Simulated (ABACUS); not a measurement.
Here is an ABACUS 3.10.1 calculation.

File INPUT:

```
INPUT_PARAMETERS
suffix              ZrB2
calculation         scf
basis_type          pw
pseudo_dir          ./
symmetry            1
dft_functional      pbesol
ecutwfc             76
pseudo_rcut         7
nspin               1
nbands              13
ks_solver           dav
smearing_method     fd
smearing_sigma      0.00367493
scf_thr             1e-08
scf_nmax            100
mixing_type         broyden
mixing_beta         0.7
cal_force           1
cal_stress          1
kpar                4
```

STRU

```
ATOMIC_SPECIES
Zr 91.2240 Zr.upf
B 10.8100 B.upf

LATTICE_CONSTANT
1.8897261246

LATTICE_VECTORS
3.1700000000 0.0000000000 0.0000000000
-1.5850000000 2.7453005300 0.0000000000
0.0000000000 0.0000000000 3.5330000000

ATOMIC_POSITIONS
Direct

Zr
0.0
1
0.0000000000 0.0000000000 0.0000000000 1 1 1

B
0.0
2
0.6666666667 0.3333333333 0.5000000000 1 1 1
0.3333333333 0.6666666667 0.5000000000 1 1 1
```

Contents of KPT:

```
K_POINTS
0
Gamma
10 10 8 0 0 0
```

Potentials or basis: PseudoDojo NC SR 0.4.1 PBEsol standard, plane waves.

The run is started by

```bash
$ OMP_NUM_THREADS=1 mpirun -np 4 abacus > log
```

Problem. Predict the band gap on the k mesh.

Solution. None (metal or under the smearing width).

Problem. Predict the pressure.

Solution. -3.7 GPa.

Stress tensor (GPa, compression positive):
```
-3.70  0.00  0.00
 0.00 -3.70  0.00
 0.00  0.00 -3.81
```

Caveat: there are fewer bands than atomic start orbitals, so a level may be missed at k points of high symmetry.
